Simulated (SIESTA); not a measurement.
Pb:

```xyz
2
Lattice="0.0000 3.4390 3.4390 3.4390 0.0000 3.4390 3.4390 3.4390 0.0000" Properties=species:S:1:pos:R:3 pbc="T T T"
Pb    1.7195    1.7195    1.7195
Pb    0.0000    0.0000    0.0000
```

This isn't the form of Pb at room conditions, which is fcc.

Base run:

```yaml
Program: SIESTA 5.4.2
Functional: PBEsol
Potentials_or_basis: PseudoDojo 0.4 standard (PBEsol files)
Basis: DZ (energy shift 0.003 Ry; two zetas on semicore shells)
Grid_cutoff: 500 Ry
Energy_shift: 0.003 Ry
k_mesh: 7 × 7 × 7
Occupations: fermi-dirac, width 0.05 eV
Spin: no spin polarisation
```

Its results: band gap on the k mesh none (metal or under the smearing width); pressure 0.6 GPa.

Task: The run is repeated on the same cell with these changes: basis from DZ (energy shift 0.003 Ry; two zetas on semicore shells) to SZP (energy shift 0.003 Ry). What comes out?

Result: Band gap on the k mesh none (metal or under the smearing width); pressure 1.4 GPa.

Caveats: spin-orbit coupling is left out, which moves the levels of the heavy elements; the basis of atomic orbitals isn't converged, which shifts pressures, moduli and gaps; the basis has no polarisation orbitals (some runs).
